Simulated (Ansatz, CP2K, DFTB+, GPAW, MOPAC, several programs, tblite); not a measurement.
**What cheap methods get right for Na2S**

Aim: run Na2S through methods of unlike cost and see what each gets, and at what price.

Method: no spin polarisation, static lattice; gaps from single points on the cell relaxed beforehand with r²SCAN, in MOPAC, DFTB+, tblite, CP2K, GPAW, Ansatz (versions at each run).

6 further runs of the same task are left out: 2 that didn't finish, 4 set aside as unsound or not needed.

## (1) The system as given

Symmetry: Fm-3m, No. 225, cubic system. The conventional cell has a = 6.511 Å, b = 6.511 Å, c = 6.511 Å, α = 90.00°, β = 90.00°, γ = 90.00°. Around S (site symmetry m-3m) lie 8 Na at 2.82 Å. Na (site symmetry -43m) has 4 S at 2.82 Å as nearest neighbours.

As a file:

```xyz
3
Lattice="0.0000 3.2554 3.2554 3.2554 0.0000 3.2554 3.2554 3.2554 0.0000" Properties=species:S:1:pos:R:3 pbc="T T T"
S     0.0000    0.0000    0.0000
Na    1.6277    1.6277    1.6277
Na    4.8831    4.8831    4.8831
```

The structure type (antifluorite) is imposed and need not be the compound's stable one.

**Question.** The methods are PM6, PM7, GFN1-xTB (DFTB+), GFN1-xTB (tblite), GFN2-xTB (tblite), PBE/DZVP, PBE/single-zeta, PBE/SZV, coarse PBE, GLLB-SC, PBE, r2SCAN. What gap does r2SCAN give on this cell, and which other methods (full PBE left aside) come nearest to r2SCAN and farthest in gap, volume and bulk modulus?

| quantity | value |
| --- | --- |
| r2SCAN | gap 3.09 eV, 23.00 Å³/atom, B₀ 31 GPa |
| gap: nearest and farthest of the other methods | coarse PBE (-0.55 eV), PM6 (+5.22 eV) |
| volume: nearest and farthest of the other methods | PBE/DZVP (+2.1 %), GFN1-xTB (tblite) (+2.3 %) |
| bulk modulus: nearest and farthest of the other methods | PBE/DZVP (-20 %), GFN1-xTB (tblite) (-29 %) |

Among the 9 methods compared for the gap (full PBE left aside), coarse PBE is nearest to r2SCAN and PM6 farthest. Among the 2 methods compared for the volume (full PBE left aside), PBE/DZVP is nearest to r2SCAN and GFN1-xTB (tblite) farthest. Among the 2 methods compared for the bulk modulus (full PBE left aside), PBE/DZVP is nearest to r2SCAN and GFN1-xTB (tblite) farthest. A minimal basis or a coarse cutoff and mesh shifts results by its own error, so closeness to r2SCAN can be chance. Cluster runs see only the k-points that fold onto the zone centre, so their gaps can miss the band edges. GLLB-SC is compared with its derivative discontinuity added. PM7 ended in an unphysical state and is left out of the comparison. No volume is given for PM6, GFN1-xTB (DFTB+), GFN2-xTB (tblite), PBE/single-zeta, PBE/SZV, coarse PBE, which can hide a larger miss. GFN1-xTB appears twice: with a k mesh in DFTB+ and on a cluster in tblite, with other periodic electrostatics; the gaps differ by 6.87 eV, a measure of how far either can be trusted. CPU times run from 0.87 s (coarse PBE) to 51 s (PBE/single-zeta). On this cell PM6, GFN1-xTB (tblite), GFN2-xTB (tblite), PBE/DZVP, PBE/single-zeta, PBE/SZV, GLLB-SC cost more than r2SCAN itself (8.2 s), so they are no saving here. GFN1-xTB (tblite) disagrees with r2SCAN even on whether there is a gap. r2SCAN is a yardstick, not the truth: it usually gives gaps below the measured ones.
